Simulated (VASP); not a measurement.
# GaCuSe2 (I-42d) in VASP: further runs

One crystal, GaCuSe2, is run at these levels: PBEsol; tasks: relaxation of cell and atoms.

Program: VASP 6.6.1. These are calculated values, not measurements. Logs are shortened: lines on timing, memory, paths and dates and some standing lists are left out, and cuts for length are marked.

## 1. The crystal as given

The structure is tetragonal, space group I-42d (No. 122). Conventional cell: a = 5.619 Å, b = 5.619 Å, c = 11.026 Å, α = 90.00°, β = 90.00°, γ = 90.00°. Ga (site symmetry -4) has 4 Se at 2.42 Å as nearest neighbours. Cu (site symmetry -4) has 4 Se at 2.42 Å as nearest neighbours. Se (site symmetry 2) is surrounded by 2 Ga at 2.42 Å and 2 Cu at 2.42 Å.

## 2. Relaxation of cell and atoms, PBEsol

Contents of INCAR:

```
  ALGO = Normal
  EDIFF = 1E-6
  EDIFFG = -0.01
  ENCUT = 600
  GGA = PS
  IBRION = 2
  ISIF = 3
  ISMEAR = 1
  KPAR = 4
  LASPH = T
  LCHARG = F
  LREAL = F
  LWAVE = F
  NELM = 80
  NSW = 90
  PREC = Accurate
  SIGMA = 0.1
```

Contents of KPOINTS:

```
k-points
0
Gamma
  10 10 10
```

Contents of POSCAR:

```
GaCuSe2
1.0
   -2.8095500000      2.8095500000      5.5130000000
    2.8095500000     -2.8095500000      5.5130000000
    2.8095500000      2.8095500000     -5.5130000000
Ga Cu Se
2 2 4
Direct
    0.5000000000      0.5000000000      0.0000000000
    0.2500000000      0.7500000000      0.5000000000
    0.0000000000      0.0000000000      0.0000000000
    0.7500000000      0.2500000000      0.5000000000
    0.3750000000      0.3756200000      0.5006200000
    0.6243800000      0.1250000000      0.9993800000
    0.8750000000      0.8743800000      0.4993800000
    0.1256200000      0.6250000000      0.0006200000
```

Potentials or basis: VASP PAW PBE potentials, release 64 (Ga_d, Cu, Se).

Launch:

```sh
> cat potpaw_PBE.64/Ga_d/POTCAR potpaw_PBE.64/Cu/POTCAR potpaw_PBE.64/Se/POTCAR > POTCAR
> mpirun -np 4 vasp_std > vasp.out
```

OUTCAR:

```text
EDIFF = 1E-6
   EDIFFG = -0.01
   ENCUT = 600
   GGA = PS
   IBRION = 2
   ISIF = 3
   ISMEAR = 1
   LASPH = T
   LREAL = F
   NELM = 80
   NSW = 90
   PREC = Accurate

 ion  position               nearest neighbor table
   1  0.500  0.500  0.000-   7 2.42   8 2.42   5 2.42   6 2.42
   2  0.250  0.750  0.500-   5 2.42   6 2.42   8 2.42   7 2.42
   3  0.000  0.000  0.000-   6 2.42   8 2.42   7 2.42   5 2.42
   4  0.750  0.250  0.500-   5 2.42   7 2.42   6 2.42   8 2.42
   5  0.375  0.376  0.501-   2 2.42   1 2.42   4 2.42   3 2.42
   6  0.624  0.125  0.999-   2 2.42   1 2.42   4 2.42   3 2.42
   7  0.875  0.874  0.499-   1 2.42   2 2.42   3 2.42   4 2.42
   8  0.126  0.625  0.001-   1 2.42   2 2.42   3 2.42   4 2.42

  LATTYP: Found a body centered tetragonal cell.
 ALAT       =     5.6191000000
 C/A-ratio  =     1.9622359453

  Lattice vectors:

 A1 = (  -2.8095500000,   2.8095500000,   5.5130000000)
 A2 = (   2.8095500000,  -2.8095500000,   5.5130000000)
 A3 = (   2.8095500000,   2.8095500000,  -5.5130000000)

Analysis of symmetry for initial positions (statically):
=====================================================================
 Subroutine PRICEL returns:
 Original cell was already a primitive cell.

 Routine SETGRP: Setting up the symmetry group for a
 body centered tetragonal supercell.

 Subroutine GETGRP returns: Found  8 space group operations
 (whereof  4 operations were pure point group operations)
 out of a pool of 16 trial point group operations.

The static configuration has the point symmetry S_4 .
 The point group associated with its full space group is D_2d.

Analysis of symmetry for dynamics (positions and initial velocities):
=====================================================================
 Subroutine PRICEL returns:
 Original cell was already a primitive cell.

 Routine SETGRP: Setting up the symmetry group for a
 body centered tetragonal supercell.

 Subroutine GETGRP returns: Found  8 space group operations
 (whereof  4 operations were pure point group operations)
 out of a pool of 16 trial point group operations.

The dynamic configuration has the point symmetry S_4 .
 The point group associated with its full space group is D_2d.

 Subroutine INISYM returns: Found  8 space group operations
 (whereof  4 operations are pure point group operations),
 and found     1 'primitive' translations

----------------------------------------------------------------------------------------

                                     Primitive cell

  volume of cell :     174.0690

  direct lattice vectors                    reciprocal lattice vectors
    -2.809550000  2.809550000  5.513000000     0.000000000  0.177964443  0.090694722
     2.809550000 -2.809550000  5.513000000     0.177964443  0.000000000  0.090694722
     2.809550000  2.809550000 -5.513000000     0.177964443  0.177964443  0.000000000

  length of vectors
     6.795609715  6.795609715  6.795609715     0.199742022  0.199742022  0.251679728

  position of ions in fractional coordinates (direct lattice)
     0.500000000  0.500000000  0.000000000
     0.250000000  0.750000000  0.500000000
     0.000000000  0.000000000  0.000000000
     0.750000000  0.250000000  0.500000000
     0.375000000  0.375620000  0.500620000
     0.624380000  0.125000000  0.999380000
     0.875000000  0.874380000  0.499380000
     0.125620000  0.625000000  0.000620000

  ion indices of the primitive-cell ions
   primitive index   ion index
                 1           1
                 2           2
                 3           3
                 4           4
                 5           5
                 6           6
                 7           7
                 8           8

----------------------------------------------------------------------------------------

 KPOINTS: k-points

Automatic generation of k-mesh.
 Grid dimensions read from file:
 generate k-points for:   10   10   10

 Generating k-lattice:

  Cartesian coordinates                     Fractional coordinates (reciprocal lattice)
     0.000000000  0.017796444  0.009069472     0.100000000 -0.000000000  0.000000000
     0.017796444  0.000000000  0.009069472    -0.000000000  0.100000000  0.000000000
     0.017796444  0.017796444  0.000000000     0.000000000  0.000000000  0.100000000

  Length of vectors
     0.019974202  0.019974202  0.025167973

  Shift w.r.t. Gamma in fractional coordinates (k-lattice)
     0.000000000  0.000000000  0.000000000

 Subroutine IBZKPT returns following result:
 ===========================================

 Found    102 irreducible k-points:

 Following reciprocal coordinates:
            Coordinates               Weight
  0.000000  0.000000  0.000000      1.000000
  0.100000 -0.000000  0.000000      8.000000
  0.200000 -0.000000  0.000000      8.000000
  0.300000 -0.000000  0.000000      8.000000
  0.400000 -0.000000  0.000000      8.000000
  0.500000 -0.000000  0.000000      4.000000
[... 16 lines left out ...]
  0.300000  0.300000  0.000000      8.000000
  0.400000  0.300000  0.000000     16.000000
 [... further k-points ...]
   k-points           NKPTS =    102   k-points in BZ     NKDIM =    102   number of bands    NBANDS=     43
   number of dos      NEDOS =    301   number of ions     NIONS =      8
   total plane-waves  NPLWV = 157464
   dimension x,y,z NGX =    54 NGY =   54 NGZ =   54
   dimension x,y,z NGXF=   108 NGYF=  108 NGZF=  108
   ions per type =               2   2   4
   NGX,Y,Z   is equivalent  to a cutoff of  13.21, 13.21, 13.21 a.u.
   NGXF,Y,Z  is equivalent  to a cutoff of  26.42, 26.42, 26.42 a.u.
 SYSTEM =  unknown system
   PREC   = accura    normal or accurate (medium, high low for compatibility)
   ISTART =      0    job   : 0-new  1-cont  2-samecut
   ICHARG =      2    charge: 1-file 2-atom 10-const
   ISPIN  =      1    spin polarized calculation?
   LNONCOLLINEAR =      F non collinear calculations
   LSORBIT =      F    spin-orbit coupling
   LASPH  =      T    aspherical Exc in radial PAW
   ENCUT  =  600.0 eV  44.10 Ry    6.64 a.u.  13.57 13.57 13.57*2*pi/ulx,y,z
   NELM   =     80;   NELMIN=  2; NELMDL= -5     # of ELM steps
   EDIFF  = 0.1E-05   stopping-criterion for ELM
   LREAL  =      F    real-space projection
   EDIFFG = -.1E-01   stopping-criterion for IOM
   NSW    =     90    number of steps for IOM
   IBRION =      2    ionic relax: 0-MD 1-quasi-New 2-CG
   NFREE  =      1    steps in history (QN), initial steepest desc. (CG)
   ISIF   =      3    stress and relaxation
   ISYM   =      2    0-nonsym 1-usesym 2-fastsym
   POTIM  = 0.5000    time-step for ionic-motion
   TEBEG  =    0.0;   TEEND  =   0.0 temperature during run
   PSTRESS=    0.0 pullay stress
   NELECT =      72.0000    total number of electrons
   NUPDOWN=      -1.0000    fix difference up-down
   EMIN   =  10.00;   EMAX   =-10.00  energy-range for DOS
   EFERMI =   0.00;   METHOD = LEGACY
   ISMEAR =     1;   SIGMA  =   0.10  broadening in eV -4-tet -1-fermi 0-gaus
   EFERMI_NEDOS =   21; number of points for ismear=-14 and -15
   IALGO  =     38    algorithm
   IMIX   =      4    mixing-type and parameters
     AMIX     =   0.40;   BMIX     =  1.00
     AMIX_MAG =   1.60;   BMIX_MAG =  1.00
  volume/ion in A,a.u.               =      21.76       146.83
  Fermi-wavevector in a.u.,A,eV,Ry     =   1.219772  2.305034 20.243327  1.487843
  Thomas-Fermi vector in A             =   2.355012
   LORBIT       =      0    0 simple, 1 ext, 2 COOP (PROOUT), +10 PAW based schemes
   GGA     = PS    functional components
   LHFCALC =     F    Hartree Fock is set to
   AEXX    =    0.0000 exact exchange contribution
   IVDW    =     0    specifies the selected vdW correction
   LEPSILON=     F    determine dielectric tensor
   LRPA    =     F    only Hartree local field effects (RPA)
 conjugate gradient relaxation of ions
 non-spin polarized calculation
 Methfessel and Paxton  Order N= 1 SIGMA  =   0.10
  energy-cutoff  :      600.00
  volume of cell :      174.07
 maximum number of plane-waves:      5839
   NGX = 27   NGY = 27   NGZ = 27

--------------------------------------- Ionic step        1  -------------------------------------------

 number of electron      72.0000027 magnetization

 Free energy of the ion-electron system (eV)
  ---------------------------------------------------
  ext. energy  EPLUGINS =         0.00000000
  ---------------------------------------------------
  free energy    TOTEN  =       -34.36601731 eV

  energy without entropy =      -34.36656997  energy(sigma->0) =      -34.36620153

------------------------ aborting loop because EDIFF is reached ----------------------------------------

  FORCE on cell =-STRESS in cart. coord.  units (eV):
  Direction    XX          YY          ZZ          XY          YZ          ZX
  --------------------------------------------------------------------------------------
  -------------------------------------------------------------------------------------
  Total       -0.6126440     -0.6126440     -0.3657727      0.0000000     -0.0000000      0.0000000
  in kB       -5.6389372     -5.6389372     -3.3666682      0.0000000     -0.0000000      0.0000000
  external PRESSURE =      -4.8815142 kB  Pullay stress =       0.0000000 kB
[... 107 lines left out ...]
  FREE ENERGIE OF THE ION-ELECTRON SYSTEM (eV)
  ---------------------------------------------------
  free  energy   TOTEN  =       -34.4038087205 eV

  energy  without entropy=      -34.4042895798  energy(sigma->0) =      -34.40396901

[... ionic steps 4 to 9 ...]

--------------------------------------- Ionic step       10  -------------------------------------------

 number of electron      72.0000016 magnetization

------------------------ aborting loop because EDIFF is reached ----------------------------------------

  FORCE on cell =-STRESS in cart. coord.  units (eV):
  Direction    XX          YY          ZZ          XY          YZ          ZX
  --------------------------------------------------------------------------------------
  -------------------------------------------------------------------------------------
  Total        0.0355079      0.0355079      0.0608365      0.0000000     -0.0000000      0.0000000
  in kB        0.3303766      0.3303766      0.5660415      0.0000000     -0.0000000      0.0000000
  external PRESSURE =       0.4089316 kB  Pullay stress =       0.0000000 kB
[... 69 lines left out ...]
  energy  without entropy=      -34.4093932186  energy(sigma->0) =      -34.40900671

--------------------------------------- Ionic step       12  -------------------------------------------

 number of electron      72.0000016 magnetization

 Free energy of the ion-electron system (eV)
  ---------------------------------------------------
  ext. energy  EPLUGINS =         0.00000000
  ---------------------------------------------------
  free energy    TOTEN  =       -34.40886409 eV

  energy without entropy =      -34.40945026  energy(sigma->0) =      -34.40905948

 E-fermi :   4.0048     XC(G=0):  -9.8850

 val. band max:        3.9558497267   @ k =   0.1000  -0.0000   0.0000
 cond. band min:       4.0184351205   @ k =   0.0000   0.0000   0.0000
 fundamental gap:      0.0625853937
 Fermi energy:         4.0048093184

 k-point     1 :       0.0000    0.0000    0.0000
  band No.  band energies     occupation
      1     -11.4991      2.00000
      2     -11.4972      2.00000
      3     -11.4972      2.00000
      4     -11.3443      2.00000
      5     -11.3294      2.00000
      6     -11.3294      2.00000
[... 1093 lines left out ...]
     42       8.2634      0.00000
     43       8.8449      0.00000

 [... further k-points ...]

------------------------ aborting loop because EDIFF is reached ----------------------------------------

  FORCE on cell =-STRESS in cart. coord.  units (eV):
  Direction    XX          YY          ZZ          XY          YZ          ZX
  --------------------------------------------------------------------------------------
  -------------------------------------------------------------------------------------
  Total        0.0050356      0.0050356      0.0160065      0.0000000     -0.0000000      0.0000000
  in kB        0.0468285      0.0468285      0.1488518      0.0000000     -0.0000000      0.0000000
  external PRESSURE =       0.0808363 kB  Pullay stress =       0.0000000 kB
[... 23 lines left out ...]
  FREE ENERGIE OF THE ION-ELECTRON SYSTEM (eV)
  ---------------------------------------------------
  free  energy   TOTEN  =       -34.4088640879 eV

  energy  without entropy=      -34.4094502560  energy(sigma->0) =      -34.40905948

 reached required accuracy - stopping structural energy minimisation
```

Wall time 30 min (4 MPI ranks of Intel Xeon Platinum 8488C (Sapphire Rapids), shared host); peak memory 1.1 GiB.

What came out:

| Item | Value |
| --- | --- |
| Free energy | -34.4089 eV |
| Relaxed volume | 21.54 Å³/atom |
| Relaxed cell | a = 6.800 Å, b = 6.800 Å, c = 6.800 Å, α = 131.59°, β = 131.59°, γ = 70.88° |
| Space group after relaxing (to 0.05 Å) | I-42d (No. 122) |
| Energy gained by relaxing | 5.4 meV/atom |
| Ionic steps | 12 |
| Pressure after relaxing | 0.0 GPa |
| Largest force after relaxing | 0.004 eV/Å |
| Band gap on the k mesh | 0.14 eV, direct |

Forces in eV/Å, atoms in the order of the input:
```
Ga   0.000  0.000  0.000
Ga   0.000  0.000  0.000
Cu   0.000  0.000  0.000
Cu   0.000  0.000  0.000
Se   0.004  0.000  0.000
Se   0.000 -0.004  0.000
Se  -0.004  0.000  0.000
Se   0.000  0.004  0.000
```

The path:
| step | energy change (eV) | largest force (eV/Å) | pressure (GPa) | volume (Å³) |
| --- | --- | --- | --- | --- |
| 1 | 0.0000 | 0.4123 | -0.49 | 174.07 |
| 2 | -0.0288 | 0.2432 | 0.05 | 172.40 |
| 3 | -0.0378 | 0.0799 | 0.61 | 170.89 |
| 4 | -0.0417 | 0.0240 | -0.27 | 172.82 |
| 5 | -0.0420 | 0.0006 | -0.04 | 172.36 |
| 6 | -0.0420 | 0.0009 | -0.06 | 172.39 |
| 7 | -0.0425 | 0.0059 | -0.04 | 172.33 |
| 8 | -0.0428 | 0.0122 | 0.04 | 172.25 |
| 9 | -0.0428 | 0.0140 | 0.01 | 172.21 |
| 10 | -0.0428 | 0.0150 | 0.04 | 172.20 |
| 11 | -0.0428 | 0.0144 | 0.02 | 172.20 |
| 12 | -0.0428 | 0.0041 | 0.01 | 172.29 |

Final structure:
```
CELL_PARAMETERS angstrom
-2.78830 2.78830 5.54007
2.78830 -2.78830 5.54007
2.78830 2.78830 -5.54007
ATOMIC_POSITIONS crystal
Ga 0.50000 0.50000 0.00000
Ga 0.25000 0.75000 0.50000
Cu 0.00000 0.00000 0.00000
Cu 0.75000 0.25000 0.50000
Se 0.37500 0.36721 0.49221
Se 0.63279 0.12500 0.00779
Se 0.87500 0.88279 0.50779
Se 0.11721 0.62500 0.99221
```

Levels at points of the mesh, in eV from the valence-band top:
| k point | band 32 | band 33 | band 34 | band 35 | band 36 | band 37 | band 38 | band 39 | band 40 | band 41 |
| --- | --- | --- | --- | --- | --- | --- | --- | --- | --- | --- |
| (0.00, 0.00, 0.00) | -1.81 | -1.72 | -0.09 | -0.09 | 0.00 | 0.14 | 1.78 | 2.10 | 3.89 | 3.89 |
| (0.50, 0.00, 0.00) | -1.51 | -1.42 | -1.32 | -1.24 | -0.62 | 2.15 | 2.50 | 3.10 | 4.03 | 4.08 |
| (0.50, 0.50, 0.00) | -1.45 | -0.89 | -0.89 | -0.53 | -0.53 | 1.04 | 1.04 | 3.31 | 3.31 | 4.64 |
| (0.50, 0.50, 0.50) | -1.42 | -1.30 | -1.30 | -0.99 | -0.99 | 1.71 | 1.71 | 1.78 | 1.78 | 2.76 |

Caveat: the PAW data sets were made with another functional, which shifts forces and pressure a little.

## 3. Relaxation of cell and atoms, PBEsol

This run uses another cell than the first one, of 21.54 Å³/atom, 0.990 times its volume.

INCAR, as its differences from that of step 2:

```diff
@@ -1,4 +1,4 @@
   ALGO = Normal
-  EDIFF = 1E-6
-  EDIFFG = -0.01
+  EDIFF = 1E-7
+  EDIFFG = -0.005
   ENCUT = 600
```

KPOINTS is that of step 2.

Contents of POSCAR:

```
GaCuSe2                                 
1.0
   -2.7882980071      2.7882980071      5.5400700783
    2.7882980071     -2.7882980071      5.5400700783
    2.7882980071      2.7882980071     -5.5400700783
  Ga              Cu              Se            
     2     2     4
Direct
     0.5000000000000000    0.5000000000000000    0.0000000000000000
     0.2500000000000000    0.7500000000000000    0.5000000000000000
     1.0000000000000000    0.0000000000000000    0.0000000000000000
     0.7500000000000000    0.2500000000000000    0.5000000000000000
     0.3750000000000000    0.3672140960340519    0.4922140960340519
     0.6327859039659482    0.1250000000000000    0.0077859039659481
     0.8750000000000000    0.8827859039659482    0.5077859039659482
     0.1172140960340519    0.6250000000000000    0.9922140960340518
```

Potentials or basis: VASP PAW PBE potentials, release 64 (Ga_d, Cu, Se).

Launch:

```sh
> cat potpaw_PBE.64/Ga_d/POTCAR potpaw_PBE.64/Cu/POTCAR potpaw_PBE.64/Se/POTCAR > POTCAR
> mpirun -np 4 vasp_std > vasp.out
```

Run time: 4.9 min. Hardware: 4 MPI ranks of Intel Xeon Platinum 8488C (Sapphire Rapids), shared host; peak memory 0.99 GiB.

It converged, with:

```yaml
Free_energy: -34.4086 eV
Pressure_after_relaxing: 0.0 GPa
Largest_force_after_relaxing: 0.004 eV/Å
Band_gap_on_the_k_mesh: 0.14 eV, direct
```

Forces in eV/Å, atoms in the order of the input:
```
Ga   0.000  0.000  0.000
Ga   0.000  0.000  0.000
Cu   0.000  0.000  0.000
Cu   0.000  0.000  0.000
Se   0.004  0.000  0.000
Se   0.000 -0.004  0.000
Se  -0.004  0.000  0.000
Se   0.000  0.004  0.000
```

Final structure:
```yaml
crystal:
  lattice:
    - [-2.78830, 2.78830, 5.54007]
    - [2.78830, -2.78830, 5.54007]
    - [2.78830, 2.78830, -5.54007]
  atoms:
    - { symbol: Ga, position: [0.50000, 0.50000, 0.00000] }
    - { symbol: Ga, position: [0.25000, 0.75000, 0.50000] }
    - { symbol: Cu, position: [0.00000, 0.00000, 0.00000] }
    - { symbol: Cu, position: [0.75000, 0.25000, 0.50000] }
    - { symbol: Se, position: [0.37500, 0.36721, 0.49221] }
    - { symbol: Se, position: [0.63279, 0.12500, 0.00779] }
    - { symbol: Se, position: [0.87500, 0.88279, 0.50779] }
    - { symbol: Se, position: [0.11721, 0.62500, 0.99221] }
```

Levels at points of the mesh, in eV from the valence-band top:
```csv
k point,band 32,band 33,band 34,band 35,band 36,band 37,band 38,band 39,band 40,band 41
"(0.00, 0.00, 0.00)",-1.81,-1.72,-0.09,-0.09,0.00,0.14,1.78,2.10,3.89,3.89
"(0.50, 0.00, 0.00)",-1.51,-1.42,-1.32,-1.24,-0.62,2.15,2.50,3.10,4.03,4.08
"(0.50, 0.50, 0.00)",-1.45,-0.89,-0.89,-0.53,-0.53,1.04,1.04,3.31,3.31,4.64
"(0.50, 0.50, 0.50)",-1.42,-1.30,-1.30,-0.99,-0.99,1.71,1.71,1.78,1.78,2.76
```

Caveat: the relaxation stopped at its first step, so nothing moved; the PAW data sets were made with another functional, which shifts forces and pressure a little.

(Continued in part 2 of 2.)
